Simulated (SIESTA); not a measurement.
## YN under changes of volume

One of the cells (14.790 Å³/atom); the others are scaled copies at fixed shape and fractional positions:

```
CELL_PARAMETERS angstrom
0.00000 2.45465 2.45465
2.45465 0.00000 2.45465
2.45465 2.45465 0.00000
ATOMIC_POSITIONS crystal
Y 0.00000 0.00000 0.00000
N 0.50000 0.50000 0.50000
```

```yaml
Program: SIESTA 5.4.2
Functional: PBE
Potentials_or_basis: PseudoDojo 0.4 standard (PBE files)
Basis: DZP (energy shift 0.003 Ry; two zetas on semicore shells)
Grid_cutoff: 800 Ry
Energy_shift: 0.003 Ry
k_mesh: 9 × 9 × 9
Occupations: fermi-dirac, width 0.05 eV
Spin: no spin polarisation
```

```csv
volume (Å³/atom),energy over the lowest point (meV/atom),pressure (GPa)
13.630,62.18,16.9
13.920,35.77,12.3
14.210,?,?
14.790,0.00,1.3
15.080,0.42,-1.7
15.370,6.05,-4.4
```

Question: What does the run at 14.210 Å³/atom give?

Answer: Energy over the lowest point 17.04 meV/atom; pressure 8.4 GPa.

Worked out: A Birch-Murnaghan fit of order 3 (a polynomial in V^(-2/3)) to the other rows has its minimum at 14.91 Å³/atom with B0 = V·E''(V) = 157 GPa and B' = 3.9. It gives 17.07 meV/atom at 14.210 Å³/atom, against the run's 17.04, and -dE/dV = 8.3 GPa, against 8.4.

Energies are extrapolated to zero smearing.

Caveats: the basis of atomic orbitals isn't converged, which shifts pressures, moduli and gaps.
